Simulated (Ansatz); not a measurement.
Below is a relaxed structure of LiF. The cell was found from a structure generator's guess, not taken from experiment.

Theory: DFT PBE, scalar-relativistic, plane waves, PAW in Ansatz. Cutoff 420 eV, Γ-centred mesh, Gaussian smearing, no spin polarisation.

```
CELL_PARAMETERS angstrom
2.69507 0.00000 0.00000
0.00000 2.69507 0.00000
0.00000 0.00000 4.45188
ATOMIC_POSITIONS crystal
Li 0.00000 0.00000 0.00000
F 0.50000 0.50000 0.00000
```

The zero of energy is the elements' standard structures at the same level (F₂ as a molecule); no fitted shifts are applied.

Q: Find its symmetry and describe it.

A: P4/mmm (No. 123). Conventional cell: a = 2.695 Å, c = 4.452 Å. Li is surrounded by 4 F at 1.91 Å; F has 4 Li at 1.91 Å.

Q: What is its formation energy per atom?

A: −2.829 eV/atom.

Q: Is it a metal?

A: No, the gap on the 8×8×6 mesh is 5.78 eV.

The last run used an 8×8×6 mesh (in the run's order of axes) for its 2-atom cell and Gaussian smearing of 0.02 eV. No dispersion correction is applied, so the spacing and binding between layers, chains or molecules are poorly described. Kohn–Sham gaps at this level usually fall short of measured ones. A structure relaxed within its symmetry needn't be a true minimum. Another cell of LiF relaxed alike, in Fm-3m, lies 117 meV/atom lower, so this cell isn't the stable form at this level.
